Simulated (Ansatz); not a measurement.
# Te under changes of volume

One of the cells (33.925 Å³/atom); the others are scaled copies at fixed shape and fractional positions:

```
CELL_PARAMETERS angstrom
4.45400 0.00000 0.00000
-2.22700 3.85728 0.00000
0.00000 0.00000 5.92400
ATOMIC_POSITIONS crystal
Te 0.73100 0.73100 0.00000
Te 0.00000 0.26900 0.66667
Te 0.26900 0.00000 0.33333
```

- Program: Ansatz 0.2.0
- Functional: PBEsol
- Potentials or basis: Ansatz PAW
- Cutoff: 420 eV (not typed: the program's choice for these potentials)
- k mesh: 7 × 7 × 5
- Occupations: fermi-dirac, width 0.05 eV
- Spin: no spin polarisation

```tsv
volume (Å³/atom)	energy over the lowest point (meV/atom)	pressure (GPa)	gap on the mesh (eV)	largest force (eV/Å)
31.890	10.12	2.4	0.57	0.451
32.568	2.54	1.2	0.58	0.327
33.247	0.00	0.0	0.59	0.211
33.925	?	?	?	?
34.604	7.90	-1.8	0.60	0.003
35.282	17.43	-2.6	0.60	0.090
35.961	30.13	-3.3	0.60	0.178
```

Task: What does the run at 33.925 Å³/atom give?

Result: Energy over the lowest point 1.95 meV/atom; pressure -1.0 GPa; gap on the mesh 0.59 eV; largest force 0.103 eV/Å.

Worked out: A Birch-Murnaghan fit of order 3 (a polynomial in V^(-2/3)) to the other rows has its minimum at 33.28 Å³/atom with B0 = V·E''(V) = 52 GPa and B' = 4.7 at fixed shape and positions, which overstates the stiffness. It gives 1.95 meV/atom at 33.925 Å³/atom, against the run's 1.95, and -dE/dV = -1.0 GPa, against -1.0. A straight line through the other rows of the gap, of slope 0.251 eV per unit of ln V, gives 0.59 eV, against the run's 0.59.

Energies are extrapolated to zero smearing.

Caveats: odd divisions of the mesh miss points on the zone boundary, where band edges often lie, so the gap on the mesh can be too wide; spin-orbit coupling is left out, which moves the levels of the heavy elements; the PAW data sets come from PBE, with cores solved anew for the run's functional, which leaves a small shift of forces and pressure.

A mesh can miss the band edges.
